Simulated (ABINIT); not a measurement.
# Sn (Fd-3m) in ABINIT: a series of runs

The runs below take Sn through single point, with r2SCAN.

Everything below comes from runs of ABINIT 10.8.3 (patched build). Logs are shortened: lines on timing, memory, paths and dates and some standing lists are left out, and cuts for length are marked. The log counts tension as positive stress, the text compression.

**1. Starting point**

It takes space group Fd-3m (No. 227, cubic). Conventional cell: a = 6.467 Å, b = 6.467 Å, c = 6.467 Å, α = 90.00°, β = 90.00°, γ = 90.00°. Sn (site symmetry -43m) is surrounded by 4 Sn at 2.80 Å.

This isn't the form of Sn at room conditions, which is tetragonal (white tin).

**2. Single point, r2SCAN**

run.abi

```
# Pseudopotentials
pp_dirpath "./"
pseudos "Sn.GGA_PBE-ansatz.xml"

# Structure
acell 8.64103205 8.64103205 8.64103205
rprim
     0.0000000000     0.7071067812     0.7071067812
     0.7071067812     0.0000000000     0.7071067812
     0.7071067812     0.7071067812     0.0000000000
ntypat 1
znucl 50
natom 2
typat 1 1
xred
     0.7500000000     0.7500000000     0.7500000000
     0.5000000000     0.5000000000     0.5000000000

# Plane-wave basis
ecut 18.0
pawecutdg 36.0

# k points
kptopt 1
ngkpt 7 7 7
nshiftk 1
shiftk 0.0 0.0 0.0

# Exchange and correlation
ixc -497498
usekden 1
pawxcdev 0

# Bands and occupations
nband 18
occopt 3
tsmear 0.00183747

# SCF cycle
nstep 100
tolvrs 1.0e-7

# Output
iomode 3
prtwf 0
prtden 0
prteig 0
prtebands 0
enunit 1
```

Potentials or basis: Ansatz PAW PBE default generated set, frozen core.

Launch:

```
$ mpirun --bind-to none -np 4 abinit run.abi > log 2>&1
```

run.abo:

```text
[... set-up lines left out ...]
 ETOT  1  -101.13620561375    -1.011E+02 4.226E-01 1.825E+00
 ETOT  2  -101.42459517522    -2.884E-01 5.247E-02 6.341E-01
 ETOT  3  -101.42457559650     1.958E-05 4.254E-02 1.027E-01
 ETOT  4  -101.42434643578     2.292E-04 3.782E-03 6.221E-03
 ETOT  5  -101.42433804857     8.387E-06 3.887E-03 9.970E-04
 ETOT  6  -101.42434601329    -7.965E-06 1.222E-03 2.721E-05
 ETOT  7  -101.42434650380    -4.905E-07 8.707E-04 2.630E-06
 ETOT  8  -101.42434651012    -6.323E-09 3.378E-04 1.680E-08

 At SCF step    8       nres2   =  1.68E-08 < tolvrs=  1.00E-07 =>converged.

Result for kinetic energy density :

--------------------------------------------------------------------------------
 Total kinetic energy density [Ha/Bohr^3]
)     Maximum=    3.5910E-01  at reduced coord.    0.7708    0.7917    0.7917
)     Minimum=    6.3426E-04  at reduced coord.    0.0000    0.0000    0.0000
   Integrated=    1.3778E+01
--------------------------------------------------------------------------------

 Cartesian components of stress tensor (hartree/bohr^3)
  sigma(1 1)= -7.20023643E-05  sigma(3 2)=  0.00000000E+00
  sigma(2 2)= -7.20023643E-05  sigma(3 1)=  0.00000000E+00
  sigma(3 3)= -7.20023643E-05  sigma(2 1)=  0.00000000E+00

--- !ResultsGS
iteration_state: {dtset: 1, }
comment   : Summary of ground state results
lattice_vectors:
- [  0.0000000,   6.1101324,   6.1101324, ]
- [  6.1101324,   0.0000000,   6.1101324, ]
- [  6.1101324,   6.1101324,   0.0000000, ]
lattice_lengths: [   8.64103,    8.64103,    8.64103, ]
lattice_angles: [ 60.000,  60.000,  60.000, ] # degrees, (23, 13, 12)
lattice_volume:   4.5622791E+02
convergence: {deltae: -6.323E-09, res2:  1.680E-08, residm:  3.378E-04, diffor: null, }
etotal    :  -1.01424347E+02
entropy   :   0.00000000E+00
fermie    :   4.05944570E-02
cartesian_stress_tensor: # hartree/bohr^3
- [ -7.20023643E-05,   0.00000000E+00,   0.00000000E+00, ]
- [  0.00000000E+00,  -7.20023643E-05,   0.00000000E+00, ]
- [  0.00000000E+00,   0.00000000E+00,  -7.20023643E-05, ]
pressure_GPa:   2.1184E+00
xred      :
- [  7.5000E-01,   7.5000E-01,   7.5000E-01, Sn]
- [  5.0000E-01,   5.0000E-01,   5.0000E-01, Sn]
cartesian_forces: # hartree/bohr
- [  1.10171313E-28,  -1.54239838E-28,   6.61027879E-29, ]
- [ -1.10171313E-28,   1.54239838E-28,  -6.61027879E-29, ]
force_length_stats: {min:   2.00741686E-28, max:   2.00741686E-28, mean:   2.00741686E-28, }
...

 Integrated electronic density in atomic spheres:
 ------------------------------------------------
 Atom  Sphere_radius  Integrated_density
    1        2.63806         12.33397407
    2        2.63806         12.33397407

================================================================================

 ----iterations are completed or convergence reached----

 Mean square residual over all n,k,spin=   16.464E-07; max=  33.783E-05
 reduced coordinates (array xred) for    2 atoms
       0.750000000000      0.750000000000      0.750000000000
       0.500000000000      0.500000000000      0.500000000000
 rms dE/dt=  1.6305E-27; max dE/dt=  3.2312E-27; dE/dt below (all hartree)
    1       0.000000000000      0.000000000000     -0.000000000000
    2       0.000000000000      0.000000000000     -0.000000000000

 cartesian coordinates (angstrom) at end:
    1      4.85001419678185     4.85001419678185     4.85001419678185
    2      3.23334279785457     3.23334279785457     3.23334279785457

 cartesian forces (hartree/bohr) at end:
    1      0.00000000000000    -0.00000000000000     0.00000000000000
    2     -0.00000000000000     0.00000000000000    -0.00000000000000
 frms,max,avg= 1.1589827E-28 1.5423984E-28   0.000E+00  0.000E+00  0.000E+00 h/b

 cartesian forces (eV/Angstrom) at end:
    1      0.00000000000000    -0.00000000000000     0.00000000000000
    2     -0.00000000000000     0.00000000000000    -0.00000000000000
 frms,max,avg= 5.9597285E-27 7.9313314E-27   0.000E+00  0.000E+00  0.000E+00 e/A
 length scales=  8.641032050000  8.641032050000  8.641032050000 bohr
              =  4.572637236440  4.572637236440  4.572637236440 angstroms
 Fermi (or HOMO) energy (eV) =   1.10463   Average Vxc (eV)=  -9.71262
 Eigenvalues (   eV  ) for nkpt=  20  k points:
 kpt#   1, nband= 18, wtk=  0.00292, kpt=  0.0000  0.0000  0.0000 (reduced coord)
 -21.37391  -21.37391  -21.37391  -21.30842  -21.30842  -20.97297  -20.97297  -20.97297
 -20.95532  -20.95532  -10.13048    0.79733    1.08711    1.08711    1.08711    3.30359
   3.30359    3.30359
 prteigrs : prtvol=0 or 1, do not print more k-points.

--- !EnergyTerms
iteration_state     : {dtset: 1, }
comment             : Components of total free energy in Hartree
kinetic             :  1.37778141777985E+01
hartree             :  4.85557744735344E+01
xc                  : -2.75027402974787E+01
Ewald energy        : -8.63984898032222E+01
psp_core            :  7.02299083061796E+00
local_psp           : -9.11131992093410E+01
PAW spherical_terms :  3.42334696766203E+01
internal            : -1.01424380151471E+02
'-kT*entropy'       : -3.45816347925095E-05
total_energy        : -1.01424414733106E+02
total_energy_eV     : -2.75989892407510E+03
...

--- !EnergyTermsDC
iteration_state     : {dtset: 1, }
comment             : '"Double-counting" decomposition of free energy'
band_energy         : -1.66939488467680E+01
Ewald energy        : -8.63984898032222E+01
psp_core            :  7.02299083061796E+00
xc_dc               : -6.89003658147282E+01
PAW spherical_terms :  6.35455017056106E+01
internal            : -1.01424311928490E+02
'-kT*entropy'       : -3.45816347925095E-05
total_energy_dc     : -1.01424346510125E+02
total_energy_dc_eV  : -2.75989706763322E+03
...

--- !EnergyTermsWithPAWCore
iteration_state     : {dtset: 1, }
comment             : 'Components of total free energy, including PAW core contributions'
Total energy        : -1.19747842720058E+04
Total energy DC     : -1.19747842037828E+04
Total energy (eV)   : -3.25850480037849E+05
Total energy DC (eV): -3.25850478181407E+05
...

 Cartesian components of stress tensor (hartree/bohr^3)
  sigma(1 1)= -7.20023643E-05  sigma(3 2)=  0.00000000E+00
  sigma(2 2)= -7.20023643E-05  sigma(3 1)=  0.00000000E+00
  sigma(3 3)= -7.20023643E-05  sigma(2 1)=  0.00000000E+00

-Cartesian components of stress tensor (GPa)         [Pressure=  2.1184E+00 GPa]
- sigma(1 1)= -2.11838270E+00  sigma(3 2)=  0.00000000E+00
- sigma(2 2)= -2.11838270E+00  sigma(3 1)=  0.00000000E+00
- sigma(3 3)= -2.11838270E+00  sigma(2 1)=  0.00000000E+00

== END DATASET(S) ==============================================================
================================================================================

 -outvars: echo values of variables after computation  --------
            acell      8.6410320500E+00  8.6410320500E+00  8.6410320500E+00 Bohr
           etotal     -1.0142434651E+02
            fcart      1.1017131319E-28 -1.5423983847E-28  6.6102787916E-29
                      -1.1017131319E-28  1.5423983847E-28 -6.6102787916E-29
            rprim      0.0000000000E+00  7.0710678120E-01  7.0710678120E-01
                       7.0710678120E-01  0.0000000000E+00  7.0710678120E-01
                       7.0710678120E-01  7.0710678120E-01  0.0000000000E+00
           strten     -7.2002364329E-05 -7.2002364329E-05 -7.2002364329E-05
                       0.0000000000E+00  0.0000000000E+00  0.0000000000E+00
           xangst      4.8500141968E+00  4.8500141968E+00  4.8500141968E+00
                       3.2333427979E+00  3.2333427979E+00  3.2333427979E+00
             xred      7.5000000000E-01  7.5000000000E-01  7.5000000000E-01
                       5.0000000000E-01  5.0000000000E-01  5.0000000000E-01
 Calculation completed.
```

Wall time 45 s (4 MPI ranks of Arm Neoverse V1, shared host); peak memory 0.96 GiB.

Results:

| Item | Value |
| --- | --- |
| Free energy | -2759.8971 eV |
| Pressure | 2.1 GPa |
| Band gap on the k mesh | none (metal or under the smearing width) |
| Valence electrons inside the program's atomic spheres | Sn 12.33 (radii [1.396] Å) |

Caveat: totals of a meta-GGA on PAW files have another zero than those of a GGA; the PAW data sets were made with another functional, which shifts forces and pressure a little.

**3. Single point, r2SCAN**

Changes to run.abi since step 2:

```diff
@@ -2,3 +2,3 @@
 pp_dirpath "./"
-pseudos "Sn.GGA_PBE-ansatz.xml"
+pseudos "Sn.GGA_PBE-JTH.xml"
 
@@ -19,4 +19,4 @@
 # Plane-wave basis
-ecut 18.0
-pawecutdg 36.0
+ecut 26.0
+pawecutdg 48.0
```

Potentials or basis: JTH PAW PBE v2.0.

Launch:

```
$ mpirun --bind-to none -np 4 abinit run.abi > log 2>&1
```

run.abo:

```text
.Version 10.8.3 of ABINIT
 Symmetries : space group Fd -3 m (#227); Bravais cF (face-center cubic)
================================================================================
 Values of the parameters that define the memory need of the present run
     intxc =       0    ionmov =       0      iscf =      17    lmnmax =      18
     lnmax =       6     mgfft =      40  mpssoang =       3    mqgrid =    3001
     natom =       2  nloc_mem =       2    nspden =       1   nspinor =       1
    nsppol =       1      nsym =      48    n1xccc =       1    ntypat =       1
    occopt =       3   xclevel =       2
       mpw =        2906          nfft =       64000          nkpt =          20
Pmy_natom=         1
 PAW method is used; the additional fine FFT grid is defined by:
   mgfftf=        54    nfftf =    157464
================================================================================
================================================================================

--------------------------------------------------------------------------------
------------- Echo of variables that govern the present computation ------------
--------------------------------------------------------------------------------
 -outvars: echo values of preprocessed input variables --------
            acell      8.6410320500E+00  8.6410320500E+00  8.6410320500E+00 Bohr
              amu      1.18710000E+02
             ecut      2.60000000E+01 Hartree
           enunit           1
              ixc     -497498
         kptrlatt        7    0    0      0    7    0      0    0    7
          kptrlen      6.04872244E+01
            natom           2
            nband          18
            ngfft          40      40      40
          ngfftdg          54      54      54
             nkpt          20
            nstep         100
             nsym          48
           ntypat           1
           occopt           3
        pawecutdg      4.80000000E+01 Hartree
         pawxcdev           0
           prtden           0
        prtebands           0
           prteig           0
          prtkden           1
            prtwf           0
            rprim      0.0000000000E+00  7.0710678120E-01  7.0710678120E-01
                       7.0710678120E-01  0.0000000000E+00  7.0710678120E-01
[... 152 lines left out ...]
 frms,max,avg= 1.3239373E-25 2.1754509E-25   0.000E+00  0.000E+00  0.000E+00 e/A
 length scales=  8.641032050000  8.641032050000  8.641032050000 bohr
              =  4.572637236440  4.572637236440  4.572637236440 angstroms
 Fermi (or HOMO) energy (eV) =   4.46259   Average Vxc (eV)=  -9.49176
 Eigenvalues (   eV  ) for nkpt=  20  k points:
 kpt#   1, nband= 18, wtk=  0.00292, kpt=  0.0000  0.0000  0.0000 (reduced coord)
 -18.00584  -18.00584  -18.00584  -17.94092  -17.94092  -17.60432  -17.60432  -17.60432
 -17.58696  -17.58696   -6.77898    4.14123    4.44663    4.44663    4.44663    6.66060
   6.66060    6.66060
 prteigrs : prtvol=0 or 1, do not print more k-points.

--- !EnergyTerms
iteration_state     : {dtset: 1, }
comment             : Components of total free energy in Hartree
kinetic             :  2.34123011888603E+01
hartree             :  5.82831279575510E+01
xc                  : -1.31288407346809E+01
Ewald energy        : -8.63984898032222E+01
psp_core            :  3.15717990173669E+00
local_psp           : -1.55572578487295E+02
PAW spherical_terms :  7.01240374449277E+01
internal            : -1.00123262532123E+02
'-kT*entropy'       : -3.54389845198932E-05
total_energy        : -1.00123297971107E+02
total_energy_eV     : -2.72449373331325E+03
...

--- !EnergyTermsDC
iteration_state     : {dtset: 1, }
comment             : '"Double-counting" decomposition of free energy'
band_energy         : -1.32328963150756E+01
Ewald energy        : -8.63984898032222E+01
psp_core            :  3.15717990173669E+00
xc_dc               : -6.22759565087188E+01
PAW spherical_terms :  5.86269517357870E+01
internal            : -1.00123210989493E+02
'-kT*entropy'       : -3.54389845198932E-05
total_energy_dc     : -1.00123246428478E+02
total_energy_dc_eV  : -2.72449233076684E+03
...

--- !EnergyTermsWithPAWCore
iteration_state     : {dtset: 1, }
comment             : 'Components of total free energy, including PAW core contributions'
Total energy        : -1.23557438026340E+04
Total energy DC     : -1.23557437510913E+04
Total energy (eV)   : -3.36216916969859E+05
Total energy DC (eV): -3.36216915567313E+05
...

 Cartesian components of stress tensor (hartree/bohr^3)
  sigma(1 1)= -6.66575150E-05  sigma(3 2)=  0.00000000E+00
  sigma(2 2)= -6.66575150E-05  sigma(3 1)=  0.00000000E+00
  sigma(3 3)= -6.66575150E-05  sigma(2 1)=  0.00000000E+00

-Cartesian components of stress tensor (GPa)         [Pressure=  1.9611E+00 GPa]
- sigma(1 1)= -1.96113180E+00  sigma(3 2)=  0.00000000E+00
- sigma(2 2)= -1.96113180E+00  sigma(3 1)=  0.00000000E+00
- sigma(3 3)= -1.96113180E+00  sigma(2 1)=  0.00000000E+00

== END DATASET(S) ==============================================================
================================================================================

 -outvars: echo values of variables after computation  --------
            acell      8.6410320500E+00  8.6410320500E+00  8.6410320500E+00 Bohr
           etotal     -1.0012324643E+02
            fcart      4.2305784266E-27 -1.4101928089E-27  0.0000000000E+00
                      -4.2305784266E-27  1.4101928089E-27 -3.5873240687E-43
            rprim      0.0000000000E+00  7.0710678120E-01  7.0710678120E-01
                       7.0710678120E-01  0.0000000000E+00  7.0710678120E-01
                       7.0710678120E-01  7.0710678120E-01  0.0000000000E+00
           strten     -6.6657514984E-05 -6.6657514984E-05 -6.6657514984E-05
                       0.0000000000E+00  0.0000000000E+00  0.0000000000E+00
           xangst      4.8500141968E+00  4.8500141968E+00  4.8500141968E+00
                       3.2333427979E+00  3.2333427979E+00  3.2333427979E+00
             xred      7.5000000000E-01  7.5000000000E-01  7.5000000000E-01
                       5.0000000000E-01  5.0000000000E-01  5.0000000000E-01
 Calculation completed.
```

It took 34 s on 4 MPI ranks of Arm Neoverse V1, shared host; peak memory 0.6 GiB.

What came out:

```yaml
Free_energy: -2724.4923 eV
Pressure: 2.0 GPa
Band_gap_on_the_k_mesh: none (metal or under the smearing width)
Valence_electrons_inside_the_program's_atomic_spheres: Sn 12.01, 12.00 (radii [1.3287] Å)
```

Caveat: totals of a meta-GGA on PAW files have another zero than those of a GGA; the PAW data sets were made with another functional, which shifts forces and pressure a little.

**4. Single point, r2SCAN**

Changes to run.abi since step 3:

```diff
@@ -2,3 +2,3 @@
 pp_dirpath "./"
-pseudos "Sn.GGA_PBE-JTH.xml"
+pseudos "Sn.upf"
 
@@ -19,4 +19,3 @@
 # Plane-wave basis
-ecut 26.0
-pawecutdg 48.0
+ecut 54.0
 
@@ -31,3 +30,4 @@
 usekden 1
-pawxcdev 0
+nc_xccc_gspace 1
+boxcutmin 3.0
 
@@ -40,3 +40,3 @@
 nstep 100
-tolvrs 1.0e-7
+tolvrs 1.0e-9
```

Potentials or basis: Ansatz NC r2SCAN.

Launch:

```
$ mpirun --bind-to none -np 4 abinit run.abi > log 2>&1
```

Run time: 13 min. Hardware: 4 MPI ranks of Arm Neoverse V1, shared host; peak memory 1.6 GiB.

The run converged. Its results:

* Free energy: -4376.1453 eV
* Pressure: 2.2 GPa
* Band gap on the k mesh: none (metal or under the smearing width)
* Valence electrons inside the program's atomic spheres: Sn 10.55 (radii [1.0584] Å)

Levels at points of the mesh, in eV from the Fermi level:
| k point | band 11 | band 12 | band 13 | band 14 | band 15 | band 16 | band 17 | band 18 |
| --- | --- | --- | --- | --- | --- | --- | --- | --- |
| (0.00, 0.00, 0.00) | -11.23 | -0.30 | -0.02 | -0.02 | -0.02 | 2.20 | 2.20 | 2.20 |

**5. Single point, r2SCAN**

Changes to run.abi since step 4:

```diff
@@ -2,3 +2,3 @@
 pp_dirpath "./"
-pseudos "Sn.upf"
+pseudos "Sn_ONCV_PBE-1.2.upf"
 
@@ -19,3 +19,3 @@
 # Plane-wave basis
-ecut 54.0
+ecut 26.0
 
@@ -30,4 +30,2 @@
 usekden 1
-nc_xccc_gspace 1
-boxcutmin 3.0
```

Potentials or basis: SG15 NC PBE v1.2.

Launch:

```
$ mpirun --bind-to none -np 4 abinit run.abi > log 2>&1
```

Wall time 24 s (4 MPI ranks of Arm Neoverse V1, shared host); peak memory 0.32 GiB.

It converged, with:

| Item | Value |
| --- | --- |
| Free energy | -3263.3069 eV |
| Pressure | 0.8 GPa |
| Band gap on the k mesh | none (metal or under the smearing width) |
| Valence electrons inside the program's atomic spheres | Sn 10.39 (radii [1.0584] Å) |

Levels at points of the mesh, in eV from the Fermi level:
```
           k point  band 11  band 12  band 13  band 14  band 15  band 16  band 17  band 18
(0.00, 0.00, 0.00)   -11.24    -0.84     0.10     0.10     0.10     2.41     2.41     2.41
```

Caveat: the potentials were made for another functional, which shifts forces and pressure.

**6. Single point, r2SCAN**

Changes to run.abi since step 5:

```diff
@@ -2,3 +2,3 @@
 pp_dirpath "./"
-pseudos "Sn_ONCV_PBE-1.2.upf"
+pseudos "Sn.upf"
 
@@ -19,3 +19,3 @@
 # Plane-wave basis
-ecut 26.0
+ecut 43.0
 
@@ -30,2 +30,4 @@
 usekden 1
+nc_xccc_gspace 1
+boxcutmin 3.0
```

Potentials or basis: PseudoDojo NC SR PBE v0.4.1 standard.

Launch:

```
$ mpirun --bind-to none -np 4 abinit run.abi > log 2>&1
```

Run time: 3.2 min. Hardware: 4 MPI ranks of Arm Neoverse V1, shared host; peak memory 1.2 GiB.

Results (log left out):

| Quantity | Value |
| --- | --- |
| Free energy | -4368.3710 eV |
| Pressure | 1.4 GPa |
| Band gap on the k mesh | none (metal or under the smearing width) |
| Valence electrons inside the program's atomic spheres | Sn 10.59 (radii [1.0584] Å) |

Levels at points of the mesh, in eV from the Fermi level:
| k point | band 10 | band 11 | band 12 | band 13 | band 14 | band 15 | band 16 | band 17 | band 18 |
| --- | --- | --- | --- | --- | --- | --- | --- | --- | --- |
| (0.00, 0.00, 0.00) | -21.58 | -11.24 | -0.66 | 0.05 | 0.05 | 0.05 | 2.31 | 2.31 | 2.31 |

Caveat: a meta-GGA on potentials with a model core is unreliable; the potentials were made for another functional, which shifts forces and pressure.

**7. Overview**

```csv
potentials or basis,cutoff (eV),fine-grid cutoff,gap on the mesh (eV),pressure (GPa)
"Ansatz PAW PBE default generated set, frozen core",490,979.61 eV,none,2.1
JTH PAW PBE v2.0,707,1306.15 eV,none,2.0
Ansatz NC r2SCAN,1469,-,none,2.2
SG15 NC PBE v1.2,707,-,none,0.8
PseudoDojo NC SR PBE v0.4.1 standard,1170,-,none,1.4
```

Alike in all rows: task single point; level r2SCAN; no spin polarisation; cell as given; k mesh 7 × 7 × 7; smearing fermi-dirac 0.05 eV.

Caveats: totals of a meta-GGA on PAW files have another zero than those of a GGA (some runs); the PAW data sets were made with another functional, which shifts forces and pressure a little (some runs); the potentials were made for another functional, which shifts forces and pressure (some runs); a meta-GGA on potentials with a model core is unreliable (some runs).

Absolute energies hang on the potentials; compare differences alone.
